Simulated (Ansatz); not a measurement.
A plane-wave DFT run in Ansatz 0.2.0 (scalar-relativistic PAW potentials unless the input names others): input and command.

```yaml
crystal:
  lattice:
    - [0.0, 3.5938268421, 2.0489685745]
    - [1.286907752, 0.0, 2.0489685745]
    - [1.286907752, 3.5938268421, 0.0]
  atoms:
    - { symbol: B, position: [4.865e-05, 4.865e-05, 0.99995135] }
    - { symbol: "N", position: [0.66665134, 0.66665134, 0.33334866] }
kpoints:
  mp_grid: { grid: [12, 12, 12] }
hamiltonian:
  xc: pbesol
  pseudopotentials: { kind: paw, source: ansatz }
scf:
  occupations: { method: gaussian, width: 0.05 }
output:
  forces: true
  eigenvalues: true
  stress: true
```

```bash
ansatz run input.yaml --threads 1 --pin off --max-ram 2560MiB --backend cpu --events-out ev --progress --plain --runs-dir out
```

Abridged log:
```
Pseudopotentials: kind: paw
Pseudopotential: B, paw, valence charge 3, recommended cutoff 710 eV (normal)
Pseudopotential: N, paw, valence charge 5, recommended cutoff 870 eV (normal)
Functional definition: PBEsol
Crystal: 2 atoms, lattice volume = 18.953 Å³
Basis set: ecut = 870 eV, 1095 PW (Γ), exchange–correlation on 80×48×80 points (8 copies of the dense FFT grid, shifted against one another)
Bands: 8, of which v1, the nominal top of the filled ones, is band 4 counted from 1 (3 counted from 0)
Symmetry: 4 space group operations
Space group: Fmm2 (ITA 42), of the structure as read, at distance tolerance 2.7e-5 Å
k-points: 280 of 1728 (time reversal used)
Initial density: superposition of atomic densities (chi_scale 0.1, normalization cell, long waves kept (reshape's long-wave potential 0.01 eV rms))
Initial wavefunctions: pseudopotential atomic-orbital guess
Functional: x = pbesol(κ = 0.804, μ = 0.12345679), c = pbesol(β = 0.046)
SCF iter   1: F=—  HF=-535.063472 eV  |F-HF|=—  |Δ(HF+E_count)|=         —  Δρ=1.53e-1  dr2=4.24e0  ethr=3.10e-3  ⟨swp⟩=6.0  Hψ=18894  notcnv=0
SCF iter   2: F=—  HF=-533.712675 eV  |F-HF|=—  |Δ(HF+E_count)|=    1.35e0  Δρ=6.59e-2  dr2=4.39e-1  ethr=3.10e-3  ⟨swp⟩=3.0  Hψ=7724  notcnv=0
SCF iter   3: F=—  HF=-533.587687 eV  |F-HF|=—  |Δ(HF+E_count)|=   1.25e-1  Δρ=2.15e-2  dr2=5.27e-2  ethr=3.10e-3  ⟨swp⟩=2.8  Hψ=5339  notcnv=0
SCF iter   4: F=—  HF=-533.580643 eV  |F-HF|=—  |Δ(HF+E_count)|=   7.04e-3  Δρ=9.55e-3  dr2=1.08e-2  ethr=6.58e-4  ⟨swp⟩=1.3  Hψ=3463  notcnv=0
SCF iter   5: F=—  HF=-533.578950 eV  |F-HF|=—  |Δ(HF+E_count)|=   1.69e-3  Δρ=1.88e-3  dr2=4.39e-4  ethr=1.34e-4  ⟨swp⟩=3.0  Hψ=4467  notcnv=0
SCF iter   6: F=—  HF=-533.578906 eV  |F-HF|=—  |Δ(HF+E_count)|=   4.35e-5  Δρ=2.41e-4  dr2=7.38e-6  ethr=5.48e-6  ⟨swp⟩=2.0  Hψ=3373  notcnv=0
SCF iter   7: F=—  HF=-533.578903 eV  |F-HF|=—  |Δ(HF+E_count)|=   3.25e-6  Δρ=1.47e-5  dr2=2.97e-8  ethr=1.25e-9  ⟨swp⟩=5.4  Hψ=14903  notcnv=0
SCF iter   8: F=-533.578903 eV  HF=-533.578903 eV  |F-HF|=3.81e-11  |Δ(HF+E_count)|=   2.49e-9  Δρ=7.22e-7  dr2=5.32e-11  ethr=3.71e-10  ⟨swp⟩=2.3  Hψ=8036  notcnv=0
SCF 1 converged in 8 iterations: F = -533.578903 eV  dr2 = 5.32e-11
SCF converged after 8 iterations
Free energy (F): -533.578903 eV
Harris-Foulkes:  -533.578903 eV  (|F-HF|=3.81e-11)
Internal energy: -533.578903 eV  (E = F + TS)
E sigma→0 (E₀):  -533.578903 eV
Fermi energy:    6.310391 eV
--- Forces (eV/Å), atoms counted from 1 ---
  atom   1  B      0.00000000     0.00000000     1.64597625
  atom   2  N      0.00000000     0.00000000    -1.64597343
--- Stress (GPa, compression-positive) ---
      -13.304219       0.000000       0.000000
        0.000000      -0.193109       0.000000
        0.000000       0.000000      49.591863
  P = ⅓ Tr σ = 12.0315 GPa (120.315 kbar)
```

Apart from outputs and empty bands, the input differs from a reference run on usual settings in hamiltonian.pseudopotentials: not typed → {"kind": "paw", "source": "ansatz"}; basis.ecutwfc: 420 → not typed. The reference, at the same geometry (not necessarily relaxed), gave pressure 11.91 GPa, largest force 1.639 eV/Å, gap on the mesh 4.14 eV. This run converged in 8 SCF iterations (reference: 6) with a total energy on another zero, pressure 12.03 GPa, largest force 1.646 eV/Å, gap on the mesh 4.13 eV.

The run took 14 s on 1 thread of Arm Neoverse V2, on a shared host, peak memory 0.46 GiB.